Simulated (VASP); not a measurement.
# GaN (P6_3mc) in VASP: relaxation of cell and atoms with r2SCAN

Aim: the relaxation of cell and atoms of GaN with r2SCAN.

All numbers are computed with VASP 6.6.1; they aren't measurements. Logs are shortened: lines on timing, memory, paths and dates and some standing lists are left out, and cuts for length are marked.

## Step 1: The crystal as given

The structure is hexagonal, space group P6_3mc (No. 186). The conventional cell has a = 3.190 Å, b = 3.190 Å, c = 5.189 Å, α = 90.00°, β = 90.00°, γ = 120.00°. Around Ga (site symmetry 3m) lie 4 N at 1.95 to 1.96 Å. N (site symmetry 3m) is surrounded by 4 Ga at 1.95 to 1.96 Å.

The cell was built by a generator and isn't the measured one.

## Step 2: Relaxation of cell and atoms, r2SCAN

Input file INCAR:

```
  PREC = Accurate
  ENCUT = 600
  EDIFF = 1E-7
  ISMEAR = 0
  SIGMA = 0.02
  LREAL = False
  LASPH = True
  NELM = 100
  ALGO = Normal
  ISIF = 3
  LWAVE = False
  LCHARG = False
  METAGGA = R2SCAN
  LMIXTAU = True
  IBRION = 2
  NSW = 60
  EDIFFG = -0.01
```

Input file KPOINTS:

```
regular mesh
0
Gamma
  6 6 4
```

Input file POSCAR:

```
GaN
1.0
    3.1900000000      0.0000000000      0.0000000000
   -1.5950000000      2.7626210381      0.0000000000
    0.0000000000      0.0000000000      5.1890000000
Ga N
2 2
Direct
    0.3333333333      0.6666666667      0.0000000000
    0.6666666667      0.3333333333      0.5000000000
    0.3333333333      0.6666666667      0.3770000000
    0.6666666667      0.3333333333      0.8770000000
```

Potentials or basis: VASP PAW PBE potentials, release 64 (Ga_d, N).

The run is started by

```console
$ cat potpaw_PBE.64/Ga_d/POTCAR potpaw_PBE.64/N/POTCAR > POTCAR
$ mpirun -np 1 vasp_std > vasp.out
```

OUTCAR:

```text
PREC = Accurate
   ENCUT = 600
   EDIFF = 1E-7
   ISMEAR = 0
   LREAL = False
   LASPH = True
   NELM = 100
   ISIF = 3
   METAGGA = R2SCAN
   IBRION = 2
   NSW = 60
   EDIFFG = -0.01

 ion  position               nearest neighbor table
   1  0.333  0.667  0.000-   4 1.95   4 1.95   4 1.95   3 1.96
   2  0.667  0.333  0.500-   3 1.95   3 1.95   3 1.95   4 1.96
   3  0.333  0.667  0.377-   2 1.95   2 1.95   2 1.95   1 1.96
   4  0.667  0.333  0.877-   1 1.95   1 1.95   1 1.95   2 1.96

  LATTYP: Found a hexagonal cell.
 ALAT       =     3.1900000000
 C/A-ratio  =     1.6266457680

  Lattice vectors:

 A1 = (   3.1900000000,   0.0000000000,   0.0000000000)
 A2 = (  -1.5950000000,   2.7626210381,   0.0000000000)
 A3 = (   0.0000000000,   0.0000000000,   5.1890000000)

Analysis of symmetry for initial positions (statically):
=====================================================================
 Subroutine PRICEL returns:
 Original cell was already a primitive cell.

 Routine SETGRP: Setting up the symmetry group for a
 hexagonal supercell.

 Subroutine GETGRP returns: Found 12 space group operations
 (whereof  6 operations were pure point group operations)
 out of a pool of 24 trial point group operations.

The static configuration has the point symmetry C_3v.
 The point group associated with its full space group is C_6v.

Analysis of symmetry for dynamics (positions and initial velocities):
=====================================================================
 Subroutine PRICEL returns:
 Original cell was already a primitive cell.

 Routine SETGRP: Setting up the symmetry group for a
 hexagonal supercell.

 Subroutine GETGRP returns: Found 12 space group operations
 (whereof  6 operations were pure point group operations)
 out of a pool of 24 trial point group operations.

The dynamic configuration has the point symmetry C_3v.
 The point group associated with its full space group is C_6v.

 Subroutine INISYM returns: Found 12 space group operations
 (whereof  6 operations are pure point group operations),
 and found     1 'primitive' translations

----------------------------------------------------------------------------------------

                                     Primitive cell

  volume of cell :      45.7294

  direct lattice vectors                    reciprocal lattice vectors
     3.190000000  0.000000000  0.000000000     0.313479624  0.180987545  0.000000000
    -1.595000000  2.762621038  0.000000000     0.000000000  0.361975090  0.000000000
[... 78 lines left out ...]
   ICHARG =      2    charge: 1-file 2-atom 10-const
   ISPIN  =      1    spin polarized calculation?
   LNONCOLLINEAR =      F non collinear calculations
   LSORBIT =      F    spin-orbit coupling
   LASPH  =      T    aspherical Exc in radial PAW
   ENCUT  =  600.0 eV  44.10 Ry    6.64 a.u.   6.37  6.37 10.36*2*pi/ulx,y,z
   NELM   =    100;   NELMIN=  2; NELMDL= -5     # of ELM steps
   EDIFF  = 0.1E-06   stopping-criterion for ELM
   LREAL  =      F    real-space projection
   EDIFFG = -.1E-01   stopping-criterion for IOM
   NSW    =     60    number of steps for IOM
   IBRION =      2    ionic relax: 0-MD 1-quasi-New 2-CG
   NFREE  =      1    steps in history (QN), initial steepest desc. (CG)
   ISIF   =      3    stress and relaxation
   ISYM   =      2    0-nonsym 1-usesym 2-fastsym
   POTIM  = 0.5000    time-step for ionic-motion
   TEBEG  =    0.0;   TEEND  =   0.0 temperature during run
   PSTRESS=    0.0 pullay stress
   NELECT =      36.0000    total number of electrons
   NUPDOWN=      -1.0000    fix difference up-down
   EMIN   =  10.00;   EMAX   =-10.00  energy-range for DOS
   EFERMI =   0.00;   METHOD = LEGACY
   ISMEAR =     0;   SIGMA  =   0.02  broadening in eV -4-tet -1-fermi 0-gaus
   EFERMI_NEDOS =   21; number of points for ismear=-14 and -15
   IALGO  =     38    algorithm
   IMIX   =      4    mixing-type and parameters
     AMIX     =   0.40;   BMIX     =  1.00
     AMIX_MAG =   1.60;   BMIX_MAG =  1.00
  volume/ion in A,a.u.               =      11.43        77.15
  Fermi-wavevector in a.u.,A,eV,Ry     =   1.511624  2.856555 31.089409  2.285007
  Thomas-Fermi vector in A             =   2.621656
   LORBIT       =      0    0 simple, 1 ext, 2 COOP (PROOUT), +10 PAW based schemes
   METAGGA = R2SCAN    functional components
   LHFCALC =     F    Hartree Fock is set to
   AEXX    =    0.0000 exact exchange contribution
   IVDW    =     0    specifies the selected vdW correction
   LEPSILON=     F    determine dielectric tensor
   LRPA    =     F    only Hartree local field effects (RPA)
 conjugate gradient relaxation of ions
 non-spin polarized calculation
 Gauss-broadening in eV      SIGMA  =   0.02
  energy-cutoff  :      600.00
  volume of cell :       45.73
 maximum number of plane-waves:      1550
 NGX is ok and might be reduce to    28
   NGX = 13   NGY = 13   NGZ = 21

--------------------------------------- Ionic step        1  -------------------------------------------

 number of electron      35.9999996 magnetization

 Free energy of the ion-electron system (eV)
  ---------------------------------------------------
  ext. energy  EPLUGINS =         0.00000000
  ---------------------------------------------------
  free energy    TOTEN  =       -43.81960244 eV

  energy without entropy =      -43.81960244  energy(sigma->0) =      -43.81960244

------------------------ aborting loop because EDIFF is reached ----------------------------------------

  FORCE on cell =-STRESS in cart. coord.  units (eV):
  Direction    XX          YY          ZZ          XY          YZ          ZX
  --------------------------------------------------------------------------------------
  -------------------------------------------------------------------------------------
  Total       -0.0202761     -0.0202761      0.0708656      0.0000000     -0.0000000      0.0000000
  in kB       -0.7103954     -0.7103954      2.4828481      0.0000000     -0.0000000      0.0000000
  external PRESSURE =       0.3540191 kB  Pullay stress =       0.0000000 kB
[... 63 lines left out ...]
--------------------------------------- Ionic step        3  -------------------------------------------

 number of electron      35.9999996 magnetization

 Free energy of the ion-electron system (eV)
  ---------------------------------------------------
  ext. energy  EPLUGINS =         0.00000000
  ---------------------------------------------------
  free energy    TOTEN  =       -43.81962543 eV

  energy without entropy =      -43.81962543  energy(sigma->0) =      -43.81962543

 E-fermi :   5.1655     XC(G=0): -12.6298

 val. band max:        5.0409602444   @ k =   0.0000   0.0000   0.0000
 cond. band min:       7.3473237740   @ k =   0.0000   0.0000   0.0000
 fundamental gap:      2.3063635296
 Fermi energy:         5.1655332992

 k-point     1 :       0.0000    0.0000    0.0000
  band No.  band energies     occupation
      1     -11.7221      2.00000
      2     -10.7336      2.00000
      3      -8.7848      2.00000
      4      -8.7699      2.00000
      5      -8.7699      2.00000
      6      -8.7027      2.00000
[... 545 lines left out ...]
  FREE ENERGIE OF THE ION-ELECTRON SYSTEM (eV)
  ---------------------------------------------------
  free  energy   TOTEN  =       -43.8196254265 eV

  energy  without entropy=      -43.8196254265  energy(sigma->0) =      -43.81962543

 reached required accuracy - stopping structural energy minimisation
```

CONTCAR:

```text
GaN
   1.00000000000000
     3.1894719727635463    0.0000000000000000    0.0000000000000000
    -1.5947359863817732    2.7621637530993270   -0.0000000000000000
    -0.0000000000000000   -0.0000000000000000    5.1920019215173978
  Ga              N
     2     2
Direct
     0.3333333332999970    0.6666666667000030    0.0000018493026244
     0.6666666667000030    0.3333333332999970    0.5000018493026244
     0.3333333332999970    0.6666666667000030    0.3769981506973781
     0.6666666667000030    0.3333333332999970    0.8769981506973781

  0.00000000E+00  0.00000000E+00  0.00000000E+00
  0.00000000E+00  0.00000000E+00  0.00000000E+00
  0.00000000E+00  0.00000000E+00  0.00000000E+00
  0.00000000E+00  0.00000000E+00  0.00000000E+00
```

It took 3 min on 1 thread of Intel Xeon 6975P-C (Granite Rapids), shared host; peak memory 0.2 GiB.

Results:

```yaml
Free_energy: -43.8196 eV
Relaxed_volume: 11.44 Å³/atom
Relaxed_cell: a = 3.189 Å, b = 3.189 Å, c = 5.192 Å, α = 90.00°, β = 90.00°, γ = 120.00°
Space_group_after_relaxing_to_0.05_Å: P6_3mc (No. 186)
Energy_gained_by_relaxing: 0.0 meV/atom
Ionic_steps: 3
Pressure_after_relaxing: 0.0 GPa
Largest_force_after_relaxing: 0.007 eV/Å
Band_gap_on_the_k_mesh: 2.31 eV, direct
```

Forces on the atoms (eV/Å):
```
Ga   0.000  0.000  0.007
Ga   0.000  0.000  0.007
N    0.000  0.000 -0.007
N    0.000  0.000 -0.007
```

Final structure:
```
Ga N
1.0
     3.18947    0.00000    0.00000
    -1.59474    2.76216    0.00000
     0.00000    0.00000    5.19200
Ga N
2 2
Direct
  0.33333 0.66667 0.00000
  0.66667 0.33333 0.50000
  0.33333 0.66667 0.37700
  0.66667 0.33333 0.87700
```

Caveat: the PAW data sets were made with another functional, which shifts forces and pressure a little. r2SCAN opens gaps a little over a GGA but as a rule still falls short of measured ones.
